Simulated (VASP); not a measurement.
ZnS:

```xyz
2
Lattice="0.0000 2.7020 2.7020 2.7020 0.0000 2.7020 2.7020 2.7020 0.0000" Properties=species:S:1:pos:R:3 pbc="T T T"
Zn    4.0530    4.0530    4.0530
S     0.0000    0.0000    0.0000
```

Program: VASP 6.6.1. Alike in all runs: task band structure; potentials or basis VASP PAW PBE potentials, release 64 (Zn, S); no spin polarisation; cell as given; cutoff (eV) 520.

Q: Order these runs on this cell by their band gap on the k mesh, lowest first.
A. level RPBE; k mesh 9 × 9 × 9; smearing fermi-dirac 0.05 eV
B. level r2SCAN-EpsX; k mesh 6 × 6 × 6; smearing gaussian 0.02 eV; ladder gaps; grid for exact exchange (PRECFOCK) Fast; exchange at q = 0 truncated; share of exact exchange 0.1687
C. level PBEsol; k mesh 9 × 9 × 9; smearing fermi-dirac 0.05 eV
D. level HF; k mesh 5 × 5 × 5; smearing fermi-dirac 0.05 eV; grid for exact exchange (PRECFOCK) Fast; exchange at q = 0 truncated
E. level PBE0; k mesh 6 × 6 × 6; smearing gaussian 0.02 eV; ladder free; grid for exact exchange (PRECFOCK) Fast; exchange at q = 0 truncated

A: C (1.98 eV), A (2.28 eV), B (3.80 eV), E (4.00 eV), D (10.23 eV).

A k mesh can miss the band edges.

Not every run made on this cell is shown here.
